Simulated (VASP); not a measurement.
# Hg (I4/mmm) in VASP: further runs

Runs on Hg. Level: PBEsol. Tasks: single point.

All numbers are computed with VASP 6.6.1; they aren't measurements. Logs are shortened: lines on timing, memory, paths and dates and some standing lists are left out, and cuts for length are marked.

## (1) Starting point

It takes space group I4/mmm (No. 139, tetragonal). Conventional cell: a = 3.803 Å, b = 3.803 Å, c = 3.884 Å, α = 90.00°, β = 90.00°, γ = 90.00°. Hg (site symmetry 4/mmm) is surrounded by 12 Hg at 3.32 to 3.80 Å.

## (2) Single point, PBEsol

Input file INCAR:

```
SYSTEM = Hg
ALGO = Normal
EDIFF = 1E-6
ENCUT = 520
GGA = PS
ISIF = 2
ISMEAR = -1
LASPH = .TRUE.
LCHARG = .FALSE.
LREAL = .FALSE.
LWAVE = .FALSE.
NBANDS = 12
NELM = 100
PREC = Accurate
SIGMA = 0.15
```

Input file KPOINTS:

```
k-points
0
G
  9 9 9
  0 0 0
```

Input file POSCAR:

```
Hg
1.0
   -1.9014331727      1.9014331727      1.9420693854
    1.9014331727     -1.9014331727      1.9420693854
    1.9014331727      1.9014331727     -1.9420693854
Hg
1
Direct
    0.5000000000      0.5000000000      0.0000000000
```

Potentials or basis: VASP PAW PBE potentials, release 64 (Hg).

Started as:

```console
$ cat potpaw_PBE.64/Hg/POTCAR > POTCAR
$ mpirun -np 1 vasp_std > vasp.out
```

OUTCAR:

```text
SYSTEM = Hg
   EDIFF = 1E-6
   ENCUT = 520
   GGA = PS
   ISIF = 2
   ISMEAR = -1
   LASPH = .TRUE.
   LREAL = .FALSE.
   NELM = 100
   PREC = Accurate

 ion  position               nearest neighbor table
   1  0.500  0.500  0.000-

  LATTYP: Found a body centered tetragonal cell.
 ALAT       =     3.8028663454
 C/A-ratio  =     1.0213713599

  Lattice vectors:

 A1 = (  -1.9014331727,   1.9014331727,   1.9420693854)
 A2 = (   1.9014331727,  -1.9014331727,   1.9420693854)
 A3 = (   1.9014331727,   1.9014331727,  -1.9420693854)

Analysis of symmetry for initial positions (statically):
=====================================================================
 Subroutine PRICEL returns:
 Original cell was already a primitive cell.

 Routine SETGRP: Setting up the symmetry group for a
 body centered tetragonal supercell.

 Subroutine GETGRP returns: Found 16 space group operations
 (whereof 16 operations were pure point group operations)
 out of a pool of 16 trial point group operations.

The static configuration has the point symmetry D_4h.

Analysis of symmetry for dynamics (positions and initial velocities):
=====================================================================
 Subroutine PRICEL returns:
 Original cell was already a primitive cell.

 Routine SETGRP: Setting up the symmetry group for a
 body centered tetragonal supercell.

 Subroutine GETGRP returns: Found 16 space group operations
 (whereof 16 operations were pure point group operations)
 out of a pool of 16 trial point group operations.

The dynamic configuration has the point symmetry D_4h.

 Subroutine INISYM returns: Found 16 space group operations
 (whereof 16 operations are pure point group operations),
 and found     1 'primitive' translations

----------------------------------------------------------------------------------------

                                     Primitive cell

  volume of cell :      28.0858

  direct lattice vectors                    reciprocal lattice vectors
    -1.901433173  1.901433173  1.942069385     0.000000000  0.262959544  0.257457331
     1.901433173 -1.901433173  1.942069385     0.262959544  0.000000000  0.257457331
     1.901433173  1.901433173 -1.942069385     0.262959544  0.262959544  0.000000000

  length of vectors
     3.317006138  3.317006138  3.317006138     0.368010868  0.368010868  0.371880953

  position of ions in fractional coordinates (direct lattice)
     0.500000000  0.500000000  0.000000000

  ion indices of the primitive-cell ions
   primitive index   ion index
                 1           1

----------------------------------------------------------------------------------------

 KPOINTS: k-points

Automatic generation of k-mesh.
 Grid dimensions read from file:
 generate k-points for:    9    9    9

 Generating k-lattice:

  Cartesian coordinates                     Fractional coordinates (reciprocal lattice)
     0.000000000  0.029217727  0.028606370     0.111111111 -0.000000000  0.000000000
     0.029217727  0.000000000  0.028606370    -0.000000000  0.111111111  0.000000000
     0.029217727  0.029217727  0.000000000     0.000000000  0.000000000  0.111111111

  Length of vectors
     0.040890096  0.040890096  0.041320106

  Shift w.r.t. Gamma in fractional coordinates (k-lattice)
     0.000000000  0.000000000  0.000000000

 Subroutine IBZKPT returns following result:
 ===========================================

 Found     75 irreducible k-points:

 Following reciprocal coordinates:
            Coordinates               Weight
  0.000000  0.000000  0.000000      1.000000
  0.111111 -0.000000  0.000000      8.000000
  0.222222 -0.000000  0.000000      8.000000
  0.333333 -0.000000  0.000000      8.000000
  0.444444 -0.000000  0.000000      8.000000
  0.111111  0.111111  0.000000      8.000000
[... 16 lines left out ...]
 -0.333333  0.333333  0.000000      4.000000
  0.444444  0.444444  0.000000      8.000000
 [... further k-points ...]
   k-points           NKPTS =     75   k-points in BZ     NKDIM =     75   number of bands    NBANDS=     12
   number of dos      NEDOS =    301   number of ions     NIONS =      1
   total plane-waves  NPLWV =  21952
   dimension x,y,z NGX =    28 NGY =   28 NGZ =   28
   dimension x,y,z NGXF=    56 NGYF=   56 NGZF=   56
   ions per type =               1
   NGX,Y,Z   is equivalent  to a cutoff of  14.03, 14.03, 14.03 a.u.
   NGXF,Y,Z  is equivalent  to a cutoff of  28.07, 28.07, 28.07 a.u.
 SYSTEM =  Hg
   PREC   = accura    normal or accurate (medium, high low for compatibility)
   ISTART =      0    job   : 0-new  1-cont  2-samecut
   ICHARG =      2    charge: 1-file 2-atom 10-const
   ISPIN  =      1    spin polarized calculation?
   LNONCOLLINEAR =      F non collinear calculations
   LSORBIT =      F    spin-orbit coupling
   LASPH  =      T    aspherical Exc in radial PAW
   ENCUT  =  520.0 eV  38.22 Ry    6.18 a.u.   6.17  6.17  6.17*2*pi/ulx,y,z
   NELM   =    100;   NELMIN=  2; NELMDL= -5     # of ELM steps
   EDIFF  = 0.1E-05   stopping-criterion for ELM
   LREAL  =      F    real-space projection
   EDIFFG = 0.1E-04   stopping-criterion for IOM
   NSW    =      0    number of steps for IOM
   IBRION =     -1    ionic relax: 0-MD 1-quasi-New 2-CG
   NFREE  =      0    steps in history (QN), initial steepest desc. (CG)
   ISIF   =      2    stress and relaxation
   ISYM   =      2    0-nonsym 1-usesym 2-fastsym
   POTIM  = 0.5000    time-step for ionic-motion
   TEBEG  =    0.0;   TEEND  =   0.0 temperature during run
   PSTRESS=    0.0 pullay stress
   NELECT =      12.0000    total number of electrons
   NUPDOWN=      -1.0000    fix difference up-down
   EMIN   =  10.00;   EMAX   =-10.00  energy-range for DOS
   EFERMI =   0.00;   METHOD = LEGACY
   ISMEAR =    -1;   SIGMA  =   0.15  broadening in eV -4-tet -1-fermi 0-gaus
   EFERMI_NEDOS =   21; number of points for ismear=-14 and -15
   IALGO  =     38    algorithm
   IMIX   =      4    mixing-type and parameters
     AMIX     =   0.40;   BMIX     =  1.00
     AMIX_MAG =   1.60;   BMIX_MAG =  1.00
  volume/ion in A,a.u.               =      28.09       189.53
  Fermi-wavevector in a.u.,A,eV,Ry     =   1.233028  2.330085 20.685729  1.520358
  Thomas-Fermi vector in A             =   2.367775
   LORBIT       =      0    0 simple, 1 ext, 2 COOP (PROOUT), +10 PAW based schemes
   GGA     = PS    functional components
   LHFCALC =     F    Hartree Fock is set to
   AEXX    =    0.0000 exact exchange contribution
   IVDW    =     0    specifies the selected vdW correction
   LEPSILON=     F    determine dielectric tensor
   LRPA    =     F    only Hartree local field effects (RPA)
 non-spin polarized calculation
  energy-cutoff  :      520.00
  volume of cell :       28.09
 maximum number of plane-waves:       765
 NGX is ok and might be reduce to    28
   NGX = 13   NGY = 13   NGZ = 13

 number of electron      12.0000001 magnetization

 Free energy of the ion-electron system (eV)
  ---------------------------------------------------
  ext. energy  EPLUGINS =         0.00000000
  ---------------------------------------------------
  free energy    TOTEN  =        -0.52195310 eV

  energy without entropy =       -0.50781564  energy(sigma->0) =       -0.51488437

 E-fermi :   1.0903     XC(G=0): -10.1173

 val. band max:        0.9551906249   @ k =   0.4444   0.4444   0.0000
 cond. band min:       1.5895469122   @ k =   0.4444  -0.0000   0.0000
 fundamental gap:      0.6343562873
 Fermi energy:         1.0902777830

 k-point     1 :       0.0000    0.0000    0.0000
  band No.  band energies     occupation
      1      -6.4757      2.00000
      2      -5.2704      2.00000
      3      -5.2704      2.00000
      4      -5.2276      2.00000
      5      -4.6382      2.00000
      6      -4.5940      2.00000
      7      15.2069      0.00000
      8      15.3546      0.00000
      9      15.3546      0.00000
     10      15.6500      0.00000
     11      15.9913      0.00000
     12      15.9913      0.00000

 k-point     2 :       0.1111   -0.0000    0.0000
  band No.  band energies     occupation
      1      -6.1990      2.00000
      2      -5.2887      2.00000
      3      -5.2417      2.00000
      4      -5.1335      2.00000
      5      -4.6688      2.00000
      6      -4.6016      2.00000
      7      12.5031      0.00000
      8      14.3724      0.00000
      9      14.4059      0.00000
     10      15.4133      0.00000
     11      15.8480      0.00000
     12      15.9451      0.00000

 k-point     3 :       0.2222   -0.0000    0.0000
  band No.  band energies     occupation
      1      -5.7080      2.00000
      2      -5.3802      2.00000
      3      -4.8572      2.00000
      4      -4.8343      2.00000
      5      -4.7120      2.00000
      6      -4.6043      2.00000
      7       8.5183      0.00000
      8      12.5502      0.00000
      9      12.8540      0.00000
     10      14.8741      0.00000
     11      15.6564      0.00000
     12      16.9420      0.00000

 k-point     4 :       0.3333   -0.0000    0.0000
  band No.  band energies     occupation
      1      -5.7106      2.00000
      2      -5.4839      2.00000
      3      -4.7151      2.00000
      4      -4.5994      2.00000
      5      -4.4616      2.00000
      6      -3.4122      2.00000
      7       4.8124      0.00000
      8      10.9591      0.00000
      9      11.6525      0.00000
     10      14.5649      0.00000
     11      15.5072      0.00000
     12      18.5080      0.00000

 k-point     5 :       0.4444   -0.0000    0.0000
  band No.  band energies     occupation
      1      -5.8006      2.00000
      2      -5.5504      2.00000
      3      -4.6920      2.00000
      4      -4.5914      2.00000
      5      -4.1969      2.00000
      6      -1.2918      2.00000
      7       1.5895      0.06922
      8      10.0448      0.00000
      9      11.0171      0.00000
     10      14.4499      0.00000
     11      15.4307      0.00000
     12      19.8826      0.00000
[... 228 lines left out ...]
      1      -5.6190      2.00000
      2      -5.3267      2.00000
      3      -4.8214      2.00000
      4      -4.6467      2.00000
      5      -4.4359      2.00000
      6      -0.5204      1.99996
      7       2.5620      0.00011
      8       5.6315      0.00000
      9      10.2851      0.00000
     10      15.8422      0.00000
     11      18.1887      0.00000
     12      19.7806      0.00000

 k-point    22 :      -0.4444    0.3333    0.0000
  band No.  band energies     occupation
      1      -5.6728      2.00000
      2      -5.5137      2.00000
      3      -4.6881      2.00000
      4      -4.6221      2.00000
      5      -4.4031      2.00000
      6      -2.0992      2.00000
      7       3.4258      0.00000
      8       8.5281      0.00000
      9      10.6250      0.00000
     10      14.9146      0.00000
     11      16.7663      0.00000
     12      18.7552      0.00000

 k-point    23 :      -0.3333    0.3333    0.0000
  band No.  band energies     occupation
      1      -5.6970      2.00000
      2      -5.5250      2.00000
      3      -4.6669      2.00000
      4      -4.5930      2.00000
      5      -4.4617      2.00000
      6      -3.3687      2.00000
      7       4.9827      0.00000
      8      10.6663      0.00000
      9      11.3325      0.00000
     10      14.1937      0.00000
     11      15.2167      0.00000
     12      19.0443      0.00000

 k-point    24 :       0.4444    0.4444    0.0000
  band No.  band energies     occupation
      1      -5.7283      2.00000
      2      -5.5523      2.00000
      3      -4.6410      2.00000
      4      -4.6291      2.00000
      5      -4.2505      2.00000
      6      -0.1709      1.99955
      7       0.9552      1.42214
      8       8.1160      0.00000
      9      10.2893      0.00000
     10      14.8316      0.00000
     11      16.6606      0.00000
     12      19.9628      0.00000

 [... further k-points ...]

------------------------ aborting loop because EDIFF is reached ----------------------------------------

  FORCE on cell =-STRESS in cart. coord.  units (eV):
  Direction    XX          YY          ZZ          XY          YZ          ZX
  --------------------------------------------------------------------------------------
  -------------------------------------------------------------------------------------
  Total       -0.5217583     -0.5217583     -0.5284481      0.0000000     -0.0000000      0.0000000
  in kB      -29.7641209    -29.7641209    -30.1457455      0.0000000     -0.0000000      0.0000000
  external PRESSURE =     -29.8913291 kB  Pullay stress =       0.0000000 kB

 VOLUME and BASIS-vectors are now :
 -----------------------------------------------------------------------------
  energy-cutoff  :      520.00
  volume of cell :       28.09
      direct lattice vectors                 reciprocal lattice vectors
    -1.901433173  1.901433173  1.942069385     0.000000000  0.262959544  0.257457331
     1.901433173 -1.901433173  1.942069385     0.262959544  0.000000000  0.257457331
     1.901433173  1.901433173 -1.942069385     0.262959544  0.262959544  0.000000000

 POSITION                                       TOTAL-FORCE (eV/Angst)
 -----------------------------------------------------------------------------------
      0.00000      0.00000      1.94207        -0.000000      0.000000      0.000000
 -----------------------------------------------------------------------------------
    total drift:                                0.000000     -0.000000      0.000000

  FREE ENERGIE OF THE ION-ELECTRON SYSTEM (eV)
  ---------------------------------------------------
  free  energy   TOTEN  =        -0.5219531018 eV

  energy  without entropy=       -0.5078156428  energy(sigma->0) =       -0.51488437
```

It took 26 s on 1 thread of Intel Xeon Platinum 8488C (Sapphire Rapids), shared host; peak memory 0.16 GiB.

What came out:

```yaml
Free_energy: -0.5220 eV
Pressure: -3.0 GPa
Band_gap_on_the_k_mesh: none (metal or under the smearing width)
```

Levels at points of the mesh, in eV from the Fermi level:
```csv
k point,band 2,band 3,band 4,band 5,band 6,band 7,band 8,band 9,band 10,band 11
"(0.00, 0.00, 0.00)",-6.36,-6.36,-6.32,-5.73,-5.68,14.12,14.26,14.26,14.56,14.90
```

Caveat: the PAW data sets were made with another functional, which shifts forces and pressure a little.

[end of part 1 of 2]
